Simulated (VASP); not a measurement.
Wanted: the native input for a VASP 6.6.1 run.

| Item | Value |
| --- | --- |
| Task | single point |
| Functional | PBE |
| Potentials or basis | VASP PAW PBE potentials, release 64 (Pt) |
| Cutoff | 520 eV |
| k mesh | 10 × 10 × 10 |
| Occupations | gaussian, width 0.1 eV |
| Spin | no spin polarisation |
| Dipole correction | no |
| Further INCAR settings | ALGO = Fast; EDIFF = 1e-07; NBANDS = 33 |

The structure of Pt lies in POSCAR:

```
Pt
1.0
    0.0000000000      4.5044639162      2.5445900832
    4.0045335006      0.0000000000      2.5445900832
    4.0045335006      4.5044639162      0.0000000000
Pt
5
Direct
    0.7180787007      0.3668505438      0.2819212993
    0.3668505438      0.7180787007      0.6331494562
    0.1027755071      0.5497786251      0.4502213749
    0.5497786251      0.1027755071      0.8972244929
    0.9908266234      0.9908266234      0.0091733766
```

The cell was built by a generator and needn't be a form met in nature.

The cell isn't the ideal one: random cell with space group Fmm2 (No. 42).

The input as run:

INCAR

```
SYSTEM = Pt
PREC = Accurate ; ENCUT = 520
EDIFF = 1E-7 ; ISMEAR = 0
SIGMA = 0.1 ; LREAL = .False.
LASPH = .True. ; NELM = 100
ALGO = Fast ; ISIF = 2
LWAVE = .False. ; LCHARG = .True.
GGA = PE ; LELF = .True.
LVHAR = .True. ; NBANDS = 33
```

KPOINTS

```
regular mesh
0
Gamma
  10 10 10
  0 0 0
```

Potentials or basis: VASP PAW PBE potentials, release 64 (Pt).

Run with:

```console
$ cat potpaw_PBE.64/Pt/POTCAR > POTCAR
$ mpirun -np 1 vasp_std > vasp.out
```

It gave:

```yaml
Pressure: -0.4 GPa
Largest_force: 0.009 eV/Å
Band_gap_on_the_k_mesh: none (metal or under the smearing width)
```

It took 6.9 min on 1 thread of Intel(R) Xeon(R) 6975P-C (Granite Rapids), on a shared host, peak memory 0.52 GiB.
